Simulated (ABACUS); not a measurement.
# C (P6_3/mmc) in ABACUS: a series of runs

The runs below take C through relaxation of cell and atoms, with PBE.

The COD entry that gives the cell may itself be a prediction, so a difference from it is no test against experiment.

Program: ABACUS 3.10.1. These are calculated values, not measurements. Logs are shortened: lines on timing, memory, paths and dates and some standing lists are left out, and cuts for length are marked.

**1. The structure**

The structure is hexagonal, space group P6_3/mmc (No. 194). Conventional cell: a = 2.522 Å, b = 2.522 Å, c = 12.356 Å, α = 90.00°, β = 90.00°, γ = 120.00°. Around C (site symmetry 3m) lie 4 C at 1.54 Å. C (site symmetry 3m) has 4 C at 1.54 Å as nearest neighbours. Around C (site symmetry 3m) lie 4 C at 1.54 Å.

This is a hexagonal form of diamond, not graphite.

**2. Relaxation of cell and atoms, PBE**

File run_abacus.py:

```python
"""ABACUS run from a structure file: ASE reads it, the script writes STRU, KPT and INPUT."""
import re
import subprocess
from ase.io import read
from ase.units import Bohr

atoms = read("C.xyz")
atoms = atoms[(-atoms.numbers).argsort(kind="stable")]  # ABACUS lists atoms element by element
pseudo = {'C': 'C.upf'}
orbital = {'C': 'C_confined-atom_6au_2s2p1d.orb'}
magmoms = None
kmesh = [8, 8, 2]
params = {
    'suffix': 'C',
    'calculation': 'cell-relax',
    'basis_type': 'lcao',
    'pseudo_dir': './',
    'orbital_dir': './',
    'symmetry': 1,
    'dft_functional': 'pbe',
    'ecutwfc': 100,
    'pseudo_rcut': 7,
    'nspin': 1,
    'nbands': 29,
    'ks_solver': 'genelpa',
    'smearing_method': 'fd',
    'smearing_sigma': 0.00367493,
    'scf_thr': 1e-07,
    'scf_nmax': 100,
    'mixing_type': 'broyden',
    'mixing_beta': 0.7,
    'cal_force': 1,
    'cal_stress': 1,
    'out_mul': 1,
    'relax_nmax': 60,
    'force_thr_ev': 0.02,
    'relax_method': 'cg',
    'out_stru': 1,
    'stress_thr': 1,
}

symbols = atoms.get_chemical_symbols()
elements = list(dict.fromkeys(symbols))
lines = ["ATOMIC_SPECIES"] + [f"{e} {atoms.get_masses()[symbols.index(e)]:.4f} {pseudo[e]}" for e in elements]
if orbital:
    lines += ["", "NUMERICAL_ORBITAL"] + [orbital[e] for e in elements]
lines += ["", "LATTICE_CONSTANT", f"{1 / Bohr:.10f}", "", "LATTICE_VECTORS"]
lines += [" ".join(f"{x:.10f}" for x in v) for v in atoms.cell]
lines += ["", "ATOMIC_POSITIONS", "Direct"]
for e in elements:
    lines += ["", e, "0.0", str(symbols.count(e))]
    for i, p in enumerate(atoms.get_scaled_positions(wrap=False)):
        if symbols[i] == e:
            mag = "" if magmoms is None else " mag " + " ".join(str(x) for x in (magmoms[i] if isinstance(magmoms[i], list) else [magmoms[i]]))
            lines.append(" ".join(f"{x:.10f}" for x in p) + " 1 1 1" + mag)
open("STRU", "w").write("\n".join(lines) + "\n")
open("KPT", "w").write("K_POINTS\n0\nGamma\n%d %d %d 0 0 0\n" % tuple(kmesh))
open("INPUT", "w").write("INPUT_PARAMETERS\n" + "".join(f"{k:<20s}{v}\n" for k, v in params.items()))

done = subprocess.run(['mpirun', '-np', '4', 'abacus'])
if done.returncode:
    raise SystemExit(done.returncode)
log = open("OUT.C/running_cell-relax.log").read()
print("final energy (eV):", re.findall(r"FINAL_ETOT_IS (\S+)", log))
```

File C.xyz:

```xyz
12
Lattice="2.5221000000 0.0000000000 0.0000000000 -1.2610500000 2.1842026709 0.0000000000 0.0000000000 0.0000000000 12.3557000000" Properties=species:S:1:pos:R:3 pbc="T T T"
C      1.2610500001      0.7280675569      4.3760182690
C     -0.0000000001      1.4561351140     10.5538682690
C      1.2610500001      0.7280675569      1.8018317310
C     -0.0000000001      1.4561351140      7.9796817310
C      1.2610500001      0.7280675569      5.9204807690
C     -0.0000000001      1.4561351140     12.0983307690
C      1.2610500001      0.7280675569      0.2573692310
C     -0.0000000001      1.4561351140      6.4352192310
C      0.0000000000      0.0000000000     10.0390062500
C      0.0000000000      0.0000000000      3.8611562500
C      0.0000000000      0.0000000000      8.4945437500
C      0.0000000000      0.0000000000      2.3166937500
```

Potentials or basis: PseudoDojo NC SR 0.4.1 PBE standard, DZP LCAO (the cutoffs set its grid).

Run with:

```bash
> OMP_NUM_THREADS=1 python run_abacus.py > log
```

running log:

```text
ABACUS v3.10.1

               Atomic-orbital Based Ab-initio Computation at UStc

 ------------------------------------------------------------------------------------

 READING GENERAL INFORMATION
                           global_out_dir = OUT.C/
                           global_in_card = INPUT
                               pseudo_dir = ./
                              orbital_dir = ./
                                    DSIZE = 4
                                    GSIZE = 1

 READING UNITCELL INFORMATION
                                    ntype = 1
                  lattice constant (Bohr) = 1.88973
              lattice constant (Angstrom) = 1

 READING ATOM TYPE 1
                               atom label = C
                      L=0, number of zeta = 2
                      L=1, number of zeta = 2
                      L=2, number of zeta = 1
             number of atom for this type = 12

                        TOTAL ATOM NUMBER = 12
DIRECT COORDINATES
    atom                   x                   y                   z     mag                  vx                  vy                  vz
taud_C1            0.6666666667        0.3333333333        0.3541700000  0.0000        0.0000000000        0.0000000000        0.0000000000
taud_C2            0.3333333333        0.6666666667        0.8541700000  0.0000        0.0000000000        0.0000000000        0.0000000000
taud_C3            0.6666666667        0.3333333333        0.1458300000  0.0000        0.0000000000        0.0000000000        0.0000000000
taud_C4            0.3333333333        0.6666666667        0.6458300000  0.0000        0.0000000000        0.0000000000        0.0000000000
taud_C5            0.6666666667        0.3333333333        0.4791700000  0.0000        0.0000000000        0.0000000000        0.0000000000
taud_C6            0.3333333333        0.6666666667        0.9791700000  0.0000        0.0000000000        0.0000000000        0.0000000000
taud_C7            0.6666666667        0.3333333333        0.0208300000  0.0000        0.0000000000        0.0000000000        0.0000000000
taud_C8            0.3333333333        0.6666666667        0.5208300000  0.0000        0.0000000000        0.0000000000        0.0000000000
taud_C9            0.0000000000        0.0000000000        0.8125000000  0.0000        0.0000000000        0.0000000000        0.0000000000
taud_C10           0.0000000000        0.0000000000        0.3125000000  0.0000        0.0000000000        0.0000000000        0.0000000000
taud_C11           0.0000000000        0.0000000000        0.6875000000  0.0000        0.0000000000        0.0000000000        0.0000000000
taud_C12           0.0000000000        0.0000000000        0.1875000000  0.0000        0.0000000000        0.0000000000        0.0000000000
[... 4 lines left out ...]
 Lattice vectors: (Cartesian coordinate: in unit of a_0)
              +2.5221                  +0                  +0
             -1.26105             +2.1842                  +0
                   +0                  +0            +12.3557
 Reciprocal vectors: (Cartesian coordinate: in unit of 2 pi/a_0)
            +0.396495           +0.228916                  -0
                   -0           +0.457833                  -0
                   +0                  -0          +0.0809343
 The esolver type has been set to : ksdft_lcao

                PAO radial cut off (Bohr) = 7

 Read in pseudopotential file is C.upf
                     pseudopotential type = NC
          exchange-correlation functional = PBE
                 nonlocal core correction = 1
                        valence electrons = 4
                                     lmax = 1
                           number of zeta = 2
                     number of projectors = 4
                           L of projector = 0
                           L of projector = 0
                           L of projector = 1
                           L of projector = 1
     initial pseudo atomic orbital number = 48

 SETUP THE ELECTRONS NUMBER
             electron number of element C = 4
       total electron number of element C = 48
            AUTOSET number of electrons:  = 48
                           occupied bands = 24
                                   NLOCAL = 156
                                   NBANDS = 29
                                   NBANDS = 29
                                   NLOCAL = 156

 SETUP THE PLANE WAVE BASIS
 energy cutoff for charge/potential (unit:Ry) = 400
            fft grid for charge/potential = [ 32, 32, 150 ]
                        fft grid division = [ 4, 4, 2 ]
        big fft grid for charge/potential = [ 8, 8, 75 ]
                                     nbxx = 1216
                                     nrxx = 38912

 SETUP PLANE WAVES FOR CHARGE/POTENTIAL
                    number of plane waves = 62153
                         number of sticks = 637

 PARALLEL PW FOR CHARGE/POTENTIAL
     PROC   COLUMNS(POT)             PW
        1            159          15537
        2            159          15537
        3            159          15539
        4            160          15540
 --------------- sum -------------------
        4            637          62153
                            number of |g| = 2874
                                  max |g| = 36.1645
                                  min |g| = 0.209611

----------- Double Check Mixing Parameters Begin ------------
mixing_type: broyden
mixing_beta: 0.7
mixing_gg0: 1
mixing_gg0_min: 0.1
mixing_ndim: 8
----------- Double Check Mixing Parameters End ------------

 LATTICE VECTORS: (CARTESIAN COORDINATE: IN UNIT OF A0)
              +2.5221                  +0                  +0
             -1.26105             +2.1842                  +0
                   +0                  +0            +12.3557
                       right hand lattice = 1
                                   NORM_A = 2.5221
                                   NORM_B = 2.5221
                                   NORM_C = 12.3557
                           ALPHA (DEGREE) = 90
                           BETA  (DEGREE) = 90
                           GAMMA (DEGREE) = 120

 The lattice vectors have been changed (STRU_SIMPLE.cif)

(for optimal symmetric configuration:)
                             BRAVAIS TYPE = 4
                     BRAVAIS LATTICE NAME = 04. Hexagonal cell
                                    ibrav = 4
                                    IBRAV = 4
                                  BRAVAIS = HEXAGONAL CELL
                       LATTICE CONSTANT A = 2.5221
                                C/A RATIO = 4.89897
Original cell was already a primitive cell.
                        ROTATION MATRICES = 24
              PURE POINT GROUP OPERATIONS = 12
                   SPACE GROUP OPERATIONS = 24
                                       C2 = 3
                                       C3 = 2
                                       C4 = 0
                                       C6 = 0
                                       S1 = 3
                                       S3 = 0
                                       S4 = 0
                                       S6 = 2
                              POINT GROUP = D_3d
                                       C2 = 7
                                       C3 = 2
                                       C4 = 0
                                       C6 = 2
                                       S1 = 7
                                       S3 = 2
                                       S4 = 0
                                       S6 = 2
               POINT GROUP IN SPACE GROUP = D_6h

 SETUP K-POINTS
                                    nspin = 1
                   Input type of k points = Monkhorst-Pack(Gamma)
                                   nkstot = 128
                       right hand lattice = 1
(for reciprocal lattice: )
                             BRAVAIS TYPE = 4
                     BRAVAIS LATTICE NAME = 04. Hexagonal cell
                                    ibrav = 4
                       right hand lattice = 1
(for k-lattice: )
                             BRAVAIS TYPE = 4
                     BRAVAIS LATTICE NAME = 04. Hexagonal cell
                                    ibrav = 4
                       right hand lattice = 1
                        ROTATION MATRICES = 24
                               nkstot_ibz = 20
K-POINTS REDUCTION ACCORDING TO SYMMETRY
     IBZ    DIRECT_X    DIRECT_Y    DIRECT_Z  WEIGHT  ibz2bz
       1  0.00000000  0.00000000  0.00000000  0.0078       0
       2 -0.12500000  0.12500000  0.00000000  0.0469       1
       3 -0.25000000  0.25000000  0.00000000  0.0469       2
       4 -0.37500000  0.37500000  0.00000000  0.0469       3
       5  0.50000000  0.50000000  0.00000000  0.0234       4
       6 -0.12500000  0.25000000  0.00000000  0.0469       9
[... 12 lines left out ...]
      19  0.50000000  0.25000000  0.50000000  0.0469      82
      20  0.37500000  0.37500000  0.50000000  0.0469      83

                               nkstot now = 20
[... K-POINTS DIRECT COORDINATES: 20 rows ...]

           k-point number in this process = 20
       minimum distributed K point number = 20
[... stars of the k points ...]

[... K-POINTS CARTESIAN COORDINATES: 20 rows ...]

[... K-POINTS DIRECT COORDINATES: 20 rows ...]

 SETUP PLANE WAVES FOR WAVE FUNCTIONS
     energy cutoff for wavefunc (unit:Ry) = 100
              fft grid for wave functions = [ 32, 32, 150 ]
                    number of plane waves = 11311
                         number of sticks = 199

 PARALLEL PW FOR WAVE FUNCTIONS
     PROC   COLUMNS(POT)             PW
        1             50           2834
        2             50           2830
        3             50           2832
        4             49           2815
 --------------- sum -------------------
        4            199          11311

 SET NONLOCAL PSEUDOPOTENTIAL PROJECTORS
 max number of nonlocal projetors among all species is 4

 -------------------------------------------
 STEP OF RELAXATION : 1
 -------------------------------------------

 SETUP SEARCHING RADIUS FOR PROGRAM TO SEARCH ADJACENT ATOMS
                  longest orb rcut (Bohr) = 6
   longest nonlocal projector rcut (Bohr) = 1.3
                     search radius (Bohr) = 14.6
              searching radius is (Bohr)) = 14.6
         searching radius unit is (Bohr)) = 1.89
                         PeriodicBoundary = 1
                        Radius(unit:lat0) = 7.73
                                   glayer = [ 5, 5, 2 ]
                             glayer_minus = [ 4, 4, 1 ]

Find the coordinate range of the input atom(unit:lat0).
                                  min_tau = [ -15.1, -8.74, -12.1 ]
                                  max_tau = [ 16.4, 10.2, 24.5 ]
                                BoxNumber = [ 9, 9, 3 ]

 SETUP EXTENDED REAL SPACE GRID FOR GRID INTEGRATION
                          real space grid = [ 32, 32, 150 ]
                 big cell numbers in grid = [ 8, 8, 75 ]
             meshcell numbers in big cell = [ 4, 4, 2 ]
                        extended fft grid = [ 12, 12, 20 ]
                dimension of extened grid = [ 33, 33, 116 ]
                            UnitCellTotal = 75
              Atom number in sub-FFT-grid = 9
    Local orbitals number in sub-FFT-grid = 117
                                ParaV.nnr = 99524
                                 init_chg = atomic

 LCAO ALGORITHM --------------- ION=   1  ELEC=   1--------------------------------

 Density error is 0.139890707919
----------------------------------------------------------
     Energy           Rydberg                 eV
----------------------------------------------------------
 E_KohnSham     -144.3110899747      -1963.4531082468
 E_Harris       -141.8584871672      -1930.0837351333
 E_Fermi        1.0303745001         14.0189642757
----------------------------------------------------------
[... 979 lines left out ...]
 Largest gradient in force is 0.006334 eV/A.
 Threshold is 0.020000 eV/A.

 Largest gradient in stress is 0.769708 kbar.
 Threshold is 1.000000 kbar.

 Relaxation is converged!

 --------------------------------------------
 !FINAL_ETOT_IS -1963.8842165856497104 eV
 --------------------------------------------
```

It took 2 min on 4 MPI ranks of Intel Xeon Platinum 8375C at 2.90GHz (Ice Lake), shared host; peak memory 0.44 GiB.

Results:

```yaml
Free_energy: -1963.8842 eV
Relaxed_volume: 5.75 Å³/atom
Relaxed_cell: a = 2.528 Å, b = 2.528 Å, c = 12.465 Å, α = 90.00°, β = 90.00°, γ = 120.00°
Space_group_after_relaxing_to_0.05_Å: P6_3/mmc (No. 194)
Energy_gained_by_relaxing: 2.8 meV/atom
Ionic_steps: 7
Pressure_after_relaxing: 0.0 GPa
Largest_force_after_relaxing: 0.006 eV/Å
```

Forces on the atoms (eV/Å):
```
C    0.000  0.000  0.003
C    0.000  0.000  0.003
C    0.000  0.000 -0.003
C    0.000  0.000 -0.003
C    0.000  0.000  0.000
C    0.000  0.000  0.000
C    0.000  0.000  0.000
C    0.000  0.000  0.000
C    0.000  0.000  0.006
C    0.000  0.000  0.006
C    0.000  0.000 -0.006
C    0.000  0.000 -0.006
```

The path:
```csv
step,energy change (eV),largest force (eV/Å),pressure (GPa),volume (Å³)
1,0.0000,0.3277,5.84,68.06
2,0.0113,0.3616,-6.84,70.19
3,-0.0333,0.0875,-0.21,69.03
4,-0.0333,0.0875,-0.21,69.03
5,-0.0321,0.1650,-0.16,69.02
6,-0.0338,0.0200,-0.20,69.03
7,-0.0339,0.0063,-0.04,69.00
```

Final structure:
```cif
data_structure
_symmetry_space_group_name_H-M 'P 1'
_symmetry_Int_Tables_number 1
_cell_length_a 2.5282
_cell_length_b 2.5282
_cell_length_c 12.4650
_cell_angle_alpha 90.000
_cell_angle_beta 90.000
_cell_angle_gamma 120.000
_cell_volume 69.00
loop_
_atom_site_label
_atom_site_type_symbol
_atom_site_fract_x
_atom_site_fract_y
_atom_site_fract_z
_atom_site_occupancy
C1 C 0.66667 0.33333 0.35489 1
C2 C 0.33333 0.66667 0.85489 1
C3 C 0.66667 0.33333 0.14511 1
C4 C 0.33333 0.66667 0.64511 1
C5 C 0.66667 0.33333 0.47923 1
C6 C 0.33333 0.66667 0.97923 1
C7 C 0.66667 0.33333 0.02077 1
C8 C 0.33333 0.66667 0.52077 1
C9 C 0.00000 0.00000 0.81310 1
C10 C 0.00000 0.00000 0.31310 1
C11 C 0.00000 0.00000 0.68690 1
C12 C 0.00000 0.00000 0.18690 1
```

Caveat: the atomic orbitals were generated for these runs and aren't a published set; the basis of atomic orbitals isn't converged, which shifts pressures, moduli and gaps.

**3. Relaxation of cell and atoms, PBE, target pressure 5 GPa, at which the enthalpy is minimised**

Edit run_abacus.py of step 2 so:

```diff
@@ -39,2 +39,5 @@
     'stress_thr': 1,
+    'press1': 50,
+    'press2': 50,
+    'press3': 50,
 }
```

C.xyz is that of step 2.

Potentials or basis: PseudoDojo NC SR 0.4.1 PBE standard, DZP LCAO (the cutoffs set its grid).

Run with:

```bash
> OMP_NUM_THREADS=1 python run_abacus.py > log
```

It took 87 s on 4 MPI ranks of Intel Xeon Platinum 8375C at 2.90GHz (Ice Lake), shared host; peak memory 0.44 GiB.

Results (log left out):

```
Free energy                                            : -1963.8717 eV
Relaxed volume                                         : 5.68 Å³/atom
Relaxed cell                                           : a = 2.518 Å, b = 2.518 Å, c = 12.415 Å, α = 90.00°, β = 90.00°, γ = 120.00°
Space group after relaxing (to 0.05 Å)                 : P6_3/mmc (No. 194)
Energy change on relaxing (the enthalpy is what falls) : -1.8 meV/atom
Ionic steps                                            : 6
Pressure after relaxing                                : 5.0 GPa
Largest force after relaxing                           : 0.006 eV/Å
```

Forces on the atoms (eV/Å):
```
C    0.000  0.000  0.001
C    0.000  0.000  0.001
C    0.000  0.000 -0.001
C    0.000  0.000 -0.001
C    0.000  0.000  0.006
C    0.000  0.000  0.006
C    0.000  0.000 -0.006
C    0.000  0.000 -0.006
C    0.000  0.000 -0.004
C    0.000  0.000 -0.004
C    0.000  0.000  0.004
C    0.000  0.000  0.004
```

Step by step:
```csv
step,energy change (eV),largest force (eV/Å),pressure (GPa),volume (Å³)
1,0.0000,0.3277,5.84,68.06
2,-0.0059,0.4170,4.00,68.36
3,-0.0216,0.1263,4.72,68.23
4,-0.0151,0.2862,5.28,68.14
5,-0.0220,0.0443,4.83,68.21
6,-0.0213,0.0059,5.02,68.18
```

Final structure:
```
C
1.0
     2.51825    0.00000    0.00000
    -1.25913    2.18087    0.00000
     0.00000    0.00000   12.41535
C
12
Cartesian
  1.2591 0.7270 4.4062
  0.0000 1.4539 10.6139
  1.2591 0.7270 1.8015
  0.0000 1.4539 8.0092
  1.2591 0.7270 5.9497
  0.0000 1.4539 12.1573
  1.2591 0.7270 0.2580
  0.0000 1.4539 6.4657
  0.0000 0.0000 10.0950
  0.0000 0.0000 3.8873
  0.0000 0.0000 8.5280
  0.0000 0.0000 2.3203
```

Caveat: the atomic orbitals were generated for these runs and aren't a published set; the basis of atomic orbitals isn't converged, which shifts pressures, moduli and gaps.

(Continued in part 2 of 3.)
